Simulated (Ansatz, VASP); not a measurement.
## One calculation of GaSb, two programs

File INCAR:

```
SYSTEM = GaSb
  PREC = Accurate
  ENCUT = 520
  EDIFF = 1E-7
  ISMEAR = -1
  SIGMA = 0.05
  LREAL = .False.
  LASPH = .True.
  NELM = 60
  ALGO = Normal
  ISIF = 2
  LWAVE = .False.
  LCHARG = .False.
  GGA = PS
  NBANDS = 16
```

Contents of KPOINTS:

```
Automatic mesh
0
Gamma
  8 8 8
  0 0 0
```

Contents of POSCAR:

```
GaSb
1.0
    0.0000000000      3.0384691801      3.0384691801
    3.0384691801      0.0000000000      3.0384691801
    3.0384691801      3.0384691801      0.0000000000
Sb Ga
1 1
Direct
    0.7500000000      0.7500000000      0.7500000000
    0.0000000000      0.0000000000      0.0000000000
```

Contents of input.yaml:

```yaml
crystal:
  lattice:
    - [0.0, 3.0384691801, 3.0384691801]
    - [3.0384691801, 0.0, 3.0384691801]
    - [3.0384691801, 3.0384691801, 0.0]
  atoms:
    - { symbol: Sb, position: [0.75, 0.75, 0.75] }
    - { symbol: Ga, position: [0.0, 0.0, 0.0] }
kpoints:
  mp_grid: { grid: [8, 8, 8] }
scf:
  occupations: { method: fermi_dirac, width: 0.05 }
hamiltonian:
  xc: pbesol
  pseudopotentials: { kind: all_electron, lapw: { basis_error: 0.0005 } }
output:
  forces: true
  stress: true
  eigenvalues: true
```

Change from the starting cell: volume scaled by 0.98.

Alike in both runs: task single point; functional PBEsol; k mesh 8 × 8 × 8; occupations fermi-dirac, width 0.05 eV; no spin polarisation.

```csv
,VASP,Ansatz
version,VASP 6.6.1,Ansatz 0.2.0
potentials or method,"VASP PAW PBE potentials, release 64 (Sb, Ga_d)","all-electron LAPW, scalar-relativistic"
plane-wave cutoff (eV),520,see its input
```

```csv
,VASP,Ansatz,Ansatz less VASP
gap on the k mesh at the Fermi level (eV),0.13,0.13,-0.007
least direct gap on the mesh (eV),0.13,0.13,-0.007
pressure (GPa),1.0,0.9,-0.09
```

Ansatz ran all-electron here, so the differences hold the error of VASP's frozen core and of both bases.

Caveats: spin-orbit coupling is left out, which moves the levels of the heavy elements; the PAW data sets were made with another functional, which shifts forces and pressure a little (VASP).
